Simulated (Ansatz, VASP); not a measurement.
# CdSe: VASP beside Ansatz, part 2 of 2

Wanted: the spread between two codes on one cell, functional and k mesh. The structure shown is the end of the Ansatz relaxation below.

VASP 6.6.1 and Ansatz 0.2.0.

So far. Step 3 (VASP: single point, PBEsol, pair 1): The run ends at a pressure of 0.12 GPa, with forces up to 0.0063 eV/Å.

## (6) VASP: single point, PBEsol, pair 2

Level of this step: PBEsol; plane waves and PAW (Cd, Se) (VASP).

The same cell, functional, mesh and smearing now go to VASP, with its own data sets.

The input, INCAR:

```
SYSTEM = CdSe
PREC = Accurate
ENCUT = 500
EDIFF = 1E-06
NELM = 120
ISMEAR = -1
SIGMA = 0.02
LREAL = .FALSE.
ALGO = Normal
GGA = PS
NBANDS = 24
LORBIT = 11
LWAVE = .FALSE.
LCHARG = .FALSE.
ISIF = 2
LASPH = .TRUE.
GGA_COMPAT = .FALSE.
EFERMI = MIDGAP
KPAR = 2
```

The input, POSCAR:

```
CdSe
1.0
    4.3300345113      0.0000000000      0.0000000000
   -2.1650172557      3.7499198861      0.0000000000
    0.0000000000      0.0000000000      6.8810866600
Cd Se
2 2
Direct
    0.3333333169      0.6666666503      0.0031599913
    0.6666666503      0.3333333169      0.5031599913
    0.6666666503      0.3333333169      0.1214163087
    0.3333333169      0.6666666503      0.6214163087
```

The input, KPOINTS:

```
Automatic mesh
0
Gamma
8 8 4
0 0 0
```

PAW data sets: Cd and Se (PBE family, release 64).

On the command line:

```
mpirun -np 2 vasp_std
```

Numbers of over 12 decimals in the logs are rounded to 6 here.

Output:

```text
[banner, memory and clock lines left out]
running    2 mpi-ranks, on    1 nodes
[...]
[... a notice as in an earlier step ...]

 LDA part: xc-table for (Slater+PW92), standard interpolation
 POSCAR, INCAR and KPOINTS ok, starting setup
[...]
entering main loop
       N       E                     dE             d eps       ncg     rms          rms(c)
DAV:   1     0.232425163733E+03    0.23243E+03   -0.16868E+04  1440   0.131E+03
DAV:   2    -0.160257905146E+01   -0.23403E+03   -0.22736E+03  1664   0.322E+02
DAV:   3    -0.130225019748E+02   -0.11420E+02   -0.11386E+02  1760   0.723E+01
DAV:   4    -0.131008273563E+02   -0.78325E-01   -0.78310E-01  1552   0.595E+00
[...]
DAV:  13    -0.123411169939E+02   -0.28468E-05   -0.13023E-05  1576   0.186E-02    0.832E-03
DAV:  14    -0.123411159930E+02    0.10009E-05   -0.29300E-06  1464   0.135E-02    0.348E-03
DAV:  15    -0.123411160966E+02   -0.10355E-06   -0.33204E-07   824   0.357E-03
   1 F= -.12341116E+02 E0= -.12341116E+02  d E =-.537692E-08
```

From OUTCAR (step 6):

```text
  Total        0.2337374      0.2337374      1.0310112     -0.0000000      0.0000000      0.0000000
  in kB        3.3517256      3.3517256     14.7843963     -0.0000000      0.0000000      0.0000000
  external PRESSURE =       7.1626158 kB  Pullay stress =       0.0000000 kB

 POSITION                                       TOTAL-FORCE (eV/Angst)
 -----------------------------------------------------------------------------------
     -0.00000      2.49995      0.02174         0.000000     -0.000000      0.003417
      2.16502      1.24997      3.46229         0.000000      0.000000      0.003417
      2.16502      1.24997      0.83548        -0.000000     -0.000000     -0.003417
     -0.00000      2.49995      4.27602        -0.000000     -0.000000     -0.003417
 -----------------------------------------------------------------------------------
    total drift:                                0.000051      0.000089     -0.000887

  FREE ENERGIE OF THE ION-ELECTRON SYSTEM (eV)
  ---------------------------------------------------
  free  energy   TOTEN  =       -12.3411160966 eV

  energy  without entropy=      -12.3411160912  energy(sigma->0) =      -12.34111609

[... 1 part as in an earlier step ...]

[... 2 further parts left out ...]
[key lines of the parts left out:]
E-fermi :   1.1608
```

The run ends at a pressure of 0.72 GPa, with forces up to 0.0034 eV/Å.

## (7) Comparison

What differs besides the data sets and the points named for the pairs above, as far as they apply: the data sets hold 72 valence electrons in Ansatz (on its PAW soft_1 files) and 36 in VASP. Total energies have different zeros and are not compared.

Compared:

```tsv
quantity	Ansatz	VASP	difference
pressure (GPa)	0.37	0.72	-0.35
gap on the k mesh (eV)	0.550	0.551	-0.001
```

A gap on the mesh is an upper bound, since the band edges may lie between its points.

## (8) Ansatz: relaxation, PBEsol

This run makes the geometry at which the two programs are then compared. The cell compared in this pair holds 112.14 Å³, against 111.73 Å³ for the pair before.

The structure compared here is the end of the Ansatz relaxation.

The input, input.yaml:

```yaml
crystal:
  lattice:
    - [4.31275099, 0.0, 0.0]
    - [-2.156375495, 3.7349519175, 0.0]
    - [0.0, 0.0, 6.95130183]
  atoms:
    - { symbol: Cd, position: [0.3333333, 0.6666667, 0.0001281] }
    - { symbol: Cd, position: [0.6666667, 0.3333333, 0.5001281] }
    - { symbol: Se, position: [0.6666667, 0.3333333, 0.1244482] }
    - { symbol: Se, position: [0.3333333, 0.6666667, 0.6244482] }
kpoints:
  mp_grid: { grid: [8, 8, 4] }
scf:
  occupations: { method: fermi_dirac, width: 0.02 }
hamiltonian:
  xc: pbesol
  pseudopotentials: { kind: paw, azcp: { folder: soft_1 }, xc_functional: pbe }
basis:
  ecutwfc: 600
output:
  forces: true
  stress: true
relax:
  f_tol: 0.005
  max_steps: 70
  cell: { stress_tol: 0.02, p_target: 0, fix: [c, alpha, beta, gamma] }
```

On the command line:

```
ansatz run input.yaml --threads 4 --pin off --max-ram 10240MiB --backend cpu --events-out ev --progress --plain --runs-dir out
```

Output:

```text
[...]
Crystal: 4 atoms, lattice volume = 111.971 Å³
Basis set: ecut = 600 eV, 3729 PW (Γ), exchange–correlation on 72×72×120 points (8 copies of the dense FFT grid, shifted against one another)
Bands: 44, of which v1, the nominal top of the filled ones, is band 36 counted from 1 (35 counted from 0)
Symmetry: 4 space group operations
k-points: 63 of 256 (time reversal used)
[...]
--- Relaxed structure (3 steps of the walk, 3 accepted, 1 SCFs on fresh bases) ---
[...]
cell:  # Å, volume = 112.1362 Å³
    - [4.315932, 3.3271915043941144e-19, 0]
    - [-2.157966, 3.737707, 0]
    - [0, 0, 6.95130183]
  atoms:
    - { symbol: Cd, position: [0.333333, 0.666667, 0.00161391] }
    - { symbol: Cd, position: [0.666667, 0.333333, 0.501614] }
    - { symbol: Se, position: [0.666667, 0.333333, 0.122962] }
    - { symbol: Se, position: [0.333333, 0.666667, 0.622962] }
[key lines of the parts left out:]
SCF converged after 5 iterations
Free energy (F): -27218.967449 eV
Fermi energy:    7.490207 eV
P = ⅓ Tr σ = 0.1871 GPa (1.871 kbar)
```

## (9) VASP: single point, PBEsol, pair 3

The same cell, functional, mesh and smearing now go to VASP, with its own data sets.

INCAR is that of step 6.

The input, POSCAR:

```
CdSe
1.0
    4.3159321331      0.0000000000      0.0000000000
   -2.1579660666      3.7377068683      0.0000000000
    0.0000000000      0.0000000000      6.9513018300
Cd Se
2 2
Direct
    0.3333333211      0.6666666545      0.0016139082
    0.6666666545      0.3333333211      0.5016139082
    0.6666666545      0.3333333211      0.1229623918
    0.3333333211      0.6666666545      0.6229623918
```

KPOINTS is that of step 6.

On the command line:

```
mpirun -np 2 vasp_std
```

Output:

```text
[... set-up lines as in an earlier step ...]
 entering main loop
       N       E                     dE             d eps       ncg     rms          rms(c)
DAV:   1     0.229745681391E+03    0.22975E+03   -0.16713E+04  1440   0.130E+03
DAV:   2    -0.215841709736E+01   -0.23190E+03   -0.22610E+03  1736   0.321E+02
DAV:   3    -0.130354369611E+02   -0.10877E+02   -0.10852E+02  1704   0.711E+01
DAV:   4    -0.131068962602E+02   -0.71459E-01   -0.71441E-01  1672   0.573E+00
[...]
DAV:  12    -0.123480359771E+02    0.15964E-04   -0.80117E-05  1800   0.981E-02    0.854E-03
DAV:  13    -0.123480386859E+02   -0.27088E-05   -0.12561E-05  1600   0.184E-02    0.827E-03
DAV:  14    -0.123480377630E+02    0.92296E-06   -0.25758E-06  1464   0.125E-02
   1 F= -.12348038E+02 E0= -.12348038E+02  d E =-.538258E-08
```

From OUTCAR (step 9):

```text
  Total        0.2319274      0.2319274      0.6394224     -0.0000000      0.0000000      0.0000000
  in kB        3.3137263      3.3137263      9.1359231     -0.0000000      0.0000000      0.0000000
  external PRESSURE =       5.2544586 kB  Pullay stress =       0.0000000 kB

 POSITION                                       TOTAL-FORCE (eV/Angst)
 -----------------------------------------------------------------------------------
     -0.00000      2.49180      0.01122        -0.000000     -0.000000      0.000492
      2.15797      1.24590      3.48687        -0.000000      0.000000      0.000492
      2.15797      1.24590      0.85475         0.000000     -0.000000     -0.000492
     -0.00000      2.49180      4.33040         0.000000      0.000000     -0.000492
 -----------------------------------------------------------------------------------
    total drift:                                0.000038      0.000066      0.000282

  FREE ENERGIE OF THE ION-ELECTRON SYSTEM (eV)
  ---------------------------------------------------
  free  energy   TOTEN  =       -12.3480377630 eV

  energy  without entropy=      -12.3480377576  energy(sigma->0) =      -12.34803776

[... 1 part as in an earlier step ...]

[... 2 further parts left out ...]
[key lines of the parts left out:]
E-fermi :   1.1219
```

The run ends at a pressure of 0.53 GPa, with forces up to 4.9e-4 eV/Å.

## (10) Side by side

What differs besides the data sets and the points named for the pairs above, as far as they apply: the data sets hold 72 valence electrons in Ansatz (on its PAW soft_1 files) and 36 in VASP. Total energies have different zeros and are not compared.

Compared:

```tsv
quantity	Ansatz	VASP	difference
pressure (GPa)	0.19	0.53	-0.34
gap on the k mesh (eV)	0.568	0.570	-0.002
```

A gap on the mesh is an upper bound, since the band edges may lie between its points.

## (11) What came out

- difference in gap on the k mesh (single point, PBEsol, pair 1): -0.0016 eV
- difference in gap on the k mesh (single point, PBEsol, pair 2): -6.0e-4 eV
- difference in gap on the k mesh (single point, PBEsol, pair 3): -0.0022 eV

The difference in gap on the k mesh is -0.0022 eV (single point, PBEsol, pair 3), within the 0.08 eV picked in this series as the mark of a large difference. The data sets hold unlike numbers of valence electrons (72 in Ansatz and 36 in VASP), so part of the differences comes from the potentials. 3 further runs of this series are not shown here. Such differences can come from data sets, numerical settings and the points named under the comparisons, not from the functional's error against experiment.

[Lines on the potential files, build, host, timing and source positions are cut from VASP's logs without a mark.]

[Logs are printed without paths, hosts, clocks, repeated set-up lines and the standing remarks that a program may print on its own settings, such as how far it seeks lower states.]

[Hosts, paths, dates, database ids (printed as entryN), source tags and the programs' standing remarks are cut or masked in the printed files.]
